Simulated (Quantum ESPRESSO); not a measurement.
Crystal: ZrC.

```
CELL_PARAMETERS angstrom
0.00000 2.36500 2.36500
2.36500 0.00000 2.36500
2.36500 2.36500 0.00000
ATOMIC_POSITIONS crystal
Zr 0.50000 0.50000 0.50000
C 0.00000 0.00000 0.00000
```

* Program: Quantum ESPRESSO 7.5
* Task: Hubbard U by linear response
* Functional: PBE
* Potentials or basis: GBRV 1.5 PBE
* Cutoff: 612 eV
* Density cutoff: 4898 eV
* k mesh: 8 × 8 × 8
* Occupations: cold, width 0.2 eV
* Spin: no spin polarisation
* Hubbard terms: Zr d U = 2.0 eV
* Start of the occupations: default
* Hubbard projectors: ortho-atomic
* Mixing beta: 0.3
* Most SCF iterations: 120
* SCF threshold: 4e-10 Ry
* q mesh: 2 × 2 × 2

**Question.** What Hubbard parameters does linear response give?

**Answer.** U = 2.78 eV on Zr 4d. The values belong to these projectors, potentials and this ground state, and don't carry over to other codes.

Hubbard U from linear response:
```
site  manifold  U (eV)
   1     Zr-4d    2.78
```
On the first site the bare response is -0.510 and the screened one -0.212 eV⁻¹.

Eigenvalues of the final occupation matrices:
| site | spin | trace | eigenvalues |
| --- | --- | --- | --- |
| Zr 1 4d | each | 1.32 | 0.21 0.21 0.21 0.34 0.34 |

Caveat: U without spin polarisation on a metal has little footing; the U is typed as a test and isn't derived for this compound.
